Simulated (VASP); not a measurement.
# TaSi2 (P6_422) in VASP: notebook, part 3 of 3

VASP 6.6.1.

**5. Phonons, PBE**

Contents of POSCAR:

```
TaSi2
1.0
    4.7839000000      0.0000000000      0.0000000000
   -2.3919500000      4.1429789292      0.0000000000
    0.0000000000      0.0000000000      6.5700000000
Ta Si
3 6
Direct
    0.0000000000      0.5000000000      0.3333333333
    0.5000000000      0.5000000000      0.6666666667
    0.5000000000      0.0000000000      0.0000000000
    0.3179400000      0.1589700000      0.3333333333
    0.1589700000      0.8410300000      0.6666666667
    0.8410300000      0.6820600000      0.0000000000
    0.6820600000      0.8410300000      0.3333333333
    0.8410300000      0.1589700000      0.6666666667
    0.1589700000      0.3179400000      0.0000000000
```

Contents of INCAR.step1:

```
PREC     = Accurate       # precision mode
ENCUT    = 600            # plane-wave cutoff, eV
EDIFF    = 1E-8           # SCF threshold, eV
ISMEAR   = 0              # smearing method
SIGMA    = 0.02           # smearing width, eV
LREAL    = False          # projectors in reciprocal space
LASPH    = True           # aspherical terms in the spheres
NELM     = 100            # most SCF steps
ALGO     = Normal         # electronic algorithm
ISIF     = 3              # what is computed and relaxed
LWAVE    = False          # write WAVECAR
LCHARG   = False          # write CHGCAR
GGA      = PE             # functional
IBRION   = 2              # ionic algorithm
NSW      = 40             # ionic steps
EDIFFG   = -0.002         # ionic threshold
```

Contents of INCAR.step2:

```
PREC     = Accurate       # precision mode
ENCUT    = 600            # plane-wave cutoff, eV
EDIFF    = 1E-8           # SCF threshold, eV
ISMEAR   = 0              # smearing method
SIGMA    = 0.02           # smearing width, eV
LREAL    = False          # projectors in reciprocal space
LASPH    = True           # aspherical terms in the spheres
NELM     = 100            # most SCF steps
ALGO     = Normal         # electronic algorithm
ISIF     = 2              # what is computed and relaxed
LWAVE    = False          # write WAVECAR
LCHARG   = False          # write CHGCAR
GGA      = PE             # functional
IBRION   = 8              # ionic algorithm
NSW      = 1              # ionic steps
```

Contents of KPOINTS:

```
regular mesh
0
Gamma
  5 5 3
```

Potentials or basis: VASP PAW PBE potentials, release 64 (Ta_pv, Si).

The run is started by

```sh
$ cat potpaw_PBE.64/Ta_pv/POTCAR potpaw_PBE.64/Si/POTCAR > POTCAR
$ cp INCAR.step1 INCAR
$ mpirun -np 1 vasp_std > vasp.out
$ cp CONTCAR POSCAR
$ cp INCAR.step2 INCAR
$ mpirun -np 1 vasp_std > vasp.out
```

OUTCAR:

```text
PREC = Accurate
   ENCUT = 600
   EDIFF = 1E-8
   ISMEAR = 0
   LREAL = False
   LASPH = True
   NELM = 100
   ISIF = 2
   GGA = PE
   IBRION = 8
   NSW = 1

 ion  position               nearest neighbor table
   1  0.000  0.500  0.333-   6 2.61   9 2.61   8 2.61   5 2.61   4 2.75   7 2.75   4 2.75   7 2.75
                             7 2.85   4 2.85   3 3.26   3 3.26   2 3.26   2 3.26
   2  0.500  0.500  0.667-   6 2.61   9 2.61   7 2.61   4 2.61   5 2.75   8 2.75   5 2.75   8 2.75
                             8 2.85   5 2.85   3 3.26   3 3.26   1 3.26   1 3.26
   3  0.500  0.000  0.000-   4 2.61   7 2.61   5 2.61   8 2.61   9 2.75   6 2.75   9 2.75   6 2.75
                             9 2.85   6 2.85   2 3.26   1 3.26   2 3.26   1 3.26
   4  0.317  0.158  0.333-   9 2.56   5 2.56   3 2.61   2 2.61   7 2.64   1 2.75   1 2.75   1 2.85
                             7 2.85   7 2.85
   5  0.158  0.842  0.667-   6 2.56   4 2.56   3 2.61   1 2.61   8 2.64   2 2.75   2 2.75   2 2.85
                             8 2.85   8 2.85
   6  0.842  0.683  0.000-   5 2.56   7 2.56   1 2.61   2 2.61   9 2.64   3 2.75   3 2.75   3 2.85
                             9 2.85   9 2.85
   7  0.683  0.842  0.333-   6 2.56   8 2.56   3 2.61   2 2.61   4 2.64   1 2.75   1 2.75   1 2.85
                             4 2.85   4 2.85
   8  0.842  0.158  0.667-   9 2.56   7 2.56   3 2.61   1 2.61   5 2.64   2 2.75   2 2.75   2 2.85
                             5 2.85   5 2.85
[... 649 lines left out ...]
  2Z     0.000000    0.000000    1.686976    0.000000   -0.000000  -17.875367    0.000000    0.000000    1.686976    0.018625    2.451649    3.415843   -0.207148   -0.358791    0.419022    2.113877    1.241954    3.415843   -0.018625   -2.451649    3.415843    0.207148    0.358791    0.419022   -2.113877   -1.241954    3.415843
  3X     2.255982   -1.282706    0.000000    2.255982    1.282706    0.000000  -17.666506    0.000000    0.000000    1.354309   -0.570431   -2.180403    1.354309    0.570431    2.180403    3.868654    0.000000    0.023408    1.354309   -0.570431    2.180403    1.354309    0.570431   -2.180403    3.868654    0.000000   -0.023408
  3Y    -2.380169    0.143228    0.000000    2.380169    0.143228    0.000000    0.000000   -9.151383    0.000000   -0.656055    0.780239    1.029408    0.656055    0.780239    1.029408    0.000000    2.871986    0.000000   -0.656055    0.780239   -1.029408    0.656055    0.780239   -1.029408    0.000000    2.871986    0.000000
  3Z     0.000000    0.000000    1.686976    0.000000    0.000000    1.686976    0.000000    0.000000  -17.875367   -2.132503    1.209694    3.415843    2.132503    1.209694    3.415843   -0.414297    0.000000    0.419022    2.132503   -1.209694    3.415843   -2.132503   -1.209694    3.415843    0.414297    0.000000    0.419022
  4X     3.120576   -0.430518    0.204474    0.391449   -0.008652    0.025752    1.359542   -0.659948   -2.137161   -8.327679    0.847914    1.096837   -0.698337    0.086227   -0.307772    0.151466    0.614674    0.168154    2.476514    0.364441    0.063262    1.092729   -0.072322   -0.241436    0.433740   -0.741816    1.127890
  4Y    -0.430518    3.617695   -0.354159   -0.101019    1.745559    2.452913   -0.567581    0.777466    1.204155    0.847914   -9.306766   -1.899777   -0.088211    0.812244   -1.124683    0.471116    0.779602    0.181702    0.364441    2.055695   -0.109573    0.071236   -0.161661   -0.054774   -0.567378   -0.319833   -0.295804
  4Z    -0.014037    0.024313    0.408088    0.197078    2.403710    3.420587   -2.180213    1.031180    3.420587    1.098042   -1.901864  -12.008102    0.308527   -1.124454    1.977048    0.074485    0.233740    0.637337   -0.063757    0.110430   -0.469931   -0.239667    0.052365    0.637337    0.819543   -0.829419    1.977048
  5X     0.391449    0.008652   -0.025752    3.120576    0.430518   -0.204474    1.359542    0.659948    2.137161   -0.698337   -0.086227    0.307772   -8.327679   -0.847914   -1.096837    0.433740    0.741816   -1.127890    1.092729    0.072322    0.241436    2.476514   -0.364441   -0.063262    0.151466   -0.614674   -0.168154
  5Y     0.101019    1.745559    2.452913    0.430518    3.617695   -0.354159    0.567581    0.777466    1.204155    0.088211    0.812244   -1.124683   -0.847914   -9.306766   -1.899777    0.567378   -0.319833   -0.295804   -0.071236   -0.161661   -0.054774   -0.364441    2.055695   -0.109573   -0.471116    0.779602    0.181702
  5Z    -0.197078    2.403710    3.420587    0.014037    0.024313    0.408088    2.180213    1.031180    3.420587   -0.308527   -1.124454    1.977048   -1.098042   -1.901864  -12.008102   -0.819543   -0.829419    1.977048    0.239667    0.052365    0.637337    0.063757    0.110430   -0.469931   -0.074485    0.233740    0.637337
  6X     1.454520   -0.512746    2.111409    1.454520    0.512746    2.111409    3.866254    0.000000   -0.408948    0.152407    0.471659    0.073282    0.435458    0.566386   -0.820118   -9.796309    0.000000   -2.193673    0.435458   -0.566386   -0.820118    0.152407   -0.471659    0.073282    1.845285    0.000000   -0.126524
  6Y    -0.605112    0.682488   -1.248759    0.605112    0.682488    1.248759    0.000000    2.872016    0.000000    0.615217    0.778661    0.236476    0.740824   -0.321551   -0.828880    0.000000   -7.838136    0.000000   -0.740824   -0.321551    0.828880   -0.615217    0.778661   -0.236476    0.000000    2.686924    0.000000
  6Z     1.983135   -1.372530    3.420587    1.983135    1.372530    3.420587    0.028074    0.000000    0.408088    0.165183    0.181376    0.637337   -1.128069   -0.295035    1.977048   -2.196084    0.000000  -12.008102   -1.128069    0.295035    1.977048    0.165183   -0.181376    0.637337    0.127513    0.000000   -0.469931
  7X     3.120576   -0.430518   -0.204474    0.391449   -0.008652   -0.025752    1.359542   -0.659948    2.137161    2.476514    0.364441   -0.063262    1.092729   -0.072322    0.241436    0.433740   -0.741816   -1.127890   -8.327679    0.847914   -1.096837   -0.698337    0.086227    0.307772    0.151466    0.614674   -0.168154
  7Y    -0.430518    3.617695    0.354159   -0.101019    1.745559   -2.452913   -0.567581    0.777466   -1.204155    0.364441    2.055695    0.109573    0.071236   -0.161661    0.054774   -0.567378   -0.319833    0.295804    0.847914   -9.306766    1.899777   -0.088211    0.812244    1.124683    0.471116    0.779602   -0.181702
  7Z     0.014037   -0.024313    0.408088   -0.197078   -2.403710    3.420587    2.180213   -1.031180    3.420587    0.063757   -0.110430   -0.469931    0.239667   -0.052365    0.637337   -0.819543    0.829419    1.977048   -1.098042    1.901864  -12.008102   -0.308527    1.124454    1.977048   -0.074485   -0.233740    0.637337
  8X     0.391449    0.008652    0.025752    3.120576    0.430518    0.204474    1.359542    0.659948   -2.137161    1.092729    0.072322   -0.241436    2.476514   -0.364441    0.063262    0.151466   -0.614674    0.168154   -0.698337   -0.086227   -0.307772   -8.327679   -0.847914    1.096837    0.433740    0.741816    1.127890
  8Y     0.101019    1.745559   -2.452913    0.430518    3.617695    0.354159    0.567581    0.777466   -1.204155   -0.071236   -0.161661    0.054774   -0.364441    2.055695    0.109573   -0.471116    0.779602   -0.181702    0.088211    0.812244    1.124683   -0.847914   -9.306766    1.899777    0.567378   -0.319833    0.295804
  8Z     0.197078   -2.403710    3.420587   -0.014037   -0.024313    0.408088   -2.180213   -1.031180    3.420587   -0.239667   -0.052365    0.637337   -0.063757   -0.110430   -0.469931    0.074485   -0.233740    0.637337    0.308527    1.124454    1.977048    1.098042    1.901864  -12.008102    0.819543    0.829419    1.977048
  9X     1.454520   -0.512746   -2.111409    1.454520    0.512746   -2.111409    3.866254    0.000000    0.408948    0.435458   -0.566386    0.820118    0.152407   -0.471659   -0.073282    1.845285    0.000000    0.126524    0.152407    0.471659   -0.073282    0.435458    0.566386    0.820118   -9.796309    0.000000    2.193673
  9Y    -0.605112    0.682488    1.248759    0.605112    0.682488   -1.248759    0.000000    2.872016    0.000000   -0.740824   -0.321551   -0.828880   -0.615217    0.778661    0.236476    0.000000    2.686924    0.000000    0.615217    0.778661   -0.236476    0.740824   -0.321551    0.828880    0.000000   -7.838136    0.000000
  9Z    -1.983135    1.372530    3.420587   -1.983135   -1.372530    3.420587   -0.028074    0.000000    0.408088    1.128069   -0.295035    1.977048   -0.165183    0.181376    0.637337   -0.127513    0.000000   -0.469931   -0.165183   -0.181376    0.637337    1.128069    0.295035    1.977048    2.196084    0.000000  -12.008102

 Eigenvectors and eigenvalues of the dynamical matrix
   1 f  =   12.008272 THz    75.450198 2PiTHz  400.552836 cm-1    49.662200 meV
   2 f  =   12.008272 THz    75.450198 2PiTHz  400.552836 cm-1    49.662200 meV
   3 f  =   11.323901 THz    71.150166 2PiTHz  377.724665 cm-1    46.831869 meV
   4 f  =   11.027421 THz    69.287329 2PiTHz  367.835170 cm-1    45.605728 meV
   5 f  =   10.996667 THz    69.094096 2PiTHz  366.809322 cm-1    45.478539 meV
   6 f  =   10.631411 THz    66.799123 2PiTHz  354.625685 cm-1    43.967962 meV
[... 16 lines left out ...]
  23 f  =    4.239098 THz    26.635037 2PiTHz  141.401080 cm-1    17.531492 meV
  24 f  =    1.251993 THz     7.866504 2PiTHz   41.761989 cm-1     5.177824 meV
  25 f/i=    0.000468 THz     0.002940 2PiTHz    0.015610 cm-1     0.001935 meV
  26 f/i=    0.002175 THz     0.013664 2PiTHz    0.072538 cm-1     0.008994 meV
  27 f/i=    0.002175 THz     0.013664 2PiTHz    0.072538 cm-1     0.008994 meV

 ELASTIC MODULI CONTR FROM IONIC RELAXATION (kBar)
 Direction    XX          YY          ZZ          XY          YZ          ZX
 --------------------------------------------------------------------------------
 XX         -60.5085     47.5170     14.3344     -0.0000     -0.0000     -0.0000
 YY          47.5170    -60.5085     14.3344      0.0000      0.0000      0.0000
 ZZ          14.3344     14.3344    -31.6322      0.0000     -0.0000     -0.0000
 XY          -0.0000      0.0000      0.0000    -54.0500     -0.0000     -0.0000
 YZ          -0.0000      0.0000     -0.0000     -0.0000   -274.3118      0.0000
 ZX          -0.0000      0.0000     -0.0000      0.0000      0.0000   -263.2074
 --------------------------------------------------------------------------------
```

Run time: 51 min. Hardware: 1 thread of Intel Xeon Platinum 8488C (Sapphire Rapids), shared host; peak memory 0.65 GiB.

What came out:

| Quantity | Value |
| --- | --- |
| Relaxed volume | 14.68 Å³/atom |
| Relaxed cell | a = 4.819 Å, b = 4.819 Å, c = 6.572 Å, α = 90.00°, β = 90.00°, γ = 120.00° |
| Space group after relaxing (to 0.05 Å) | P6_422 (No. 181) |
| Highest phonon frequency at Γ, LO-TO splitting left out | 401 cm⁻¹ |

Step by step:
```
step  energy change (eV)  largest force (eV/Å)  pressure (GPa)  volume (Å³)
   1              0.0000                0.0541            2.66       130.21
   2              0.0096                0.0304           -3.51       134.80
   3             -0.0186                0.0434           -0.21       132.24
   4             -0.0197                0.0273            0.08       132.12
   5             -0.0199                0.0315            0.01       132.15
   6             -0.0201                0.0110            0.00       132.15
   7             -0.0201                0.0000            0.00       132.15
```

Final structure:
```
Ta Si
1.0
     4.81866    0.00000    0.00000
    -2.40933    4.17308    0.00000
     0.00000    0.00000    6.57182
Ta Si
3 6
Direct
  0.00000 0.50000 0.33333
  0.50000 0.50000 0.66667
  0.50000 0.00000 0.00000
  0.31677 0.15839 0.33333
  0.15839 0.84161 0.66667
  0.84161 0.68323 0.00000
  0.68323 0.84161 0.33333
  0.84161 0.15839 0.66667
  0.15839 0.31677 0.00000
```

Phonon frequencies in cm⁻¹ (negative: imaginary):
```
              q point                                                                                           frequencies
(0.000, 0.000, 0.000)  0 0 0 42 141 141 150 150 164 220 220 224 241 258 258 290 290 292 341 341 355 355 367 368 378 401 401
```

**6. Summary**

```tsv
task	cell	cutoff (eV)	k mesh for the DOS	occupations for the DOS	gap on the mesh (eV)	pressure (GPa)	largest force (eV/Å)
density of states	as given	520	8 × 8 × 5	tetrahedron	-	-	-
electric field gradients	as given	520	-	-	none	2.6	0.05
core levels	as given	520	-	-	none	2.6	0.05
phonons	relaxed	600	-	-	-	-	-
```

Alike in all rows: level PBE; potentials or basis VASP PAW PBE potentials, release 64 (Ta_pv, Si); no spin polarisation; k mesh 5 × 5 × 3; smearing gaussian 0.02 eV.

Absolute energies hang on the potentials; compare differences alone.
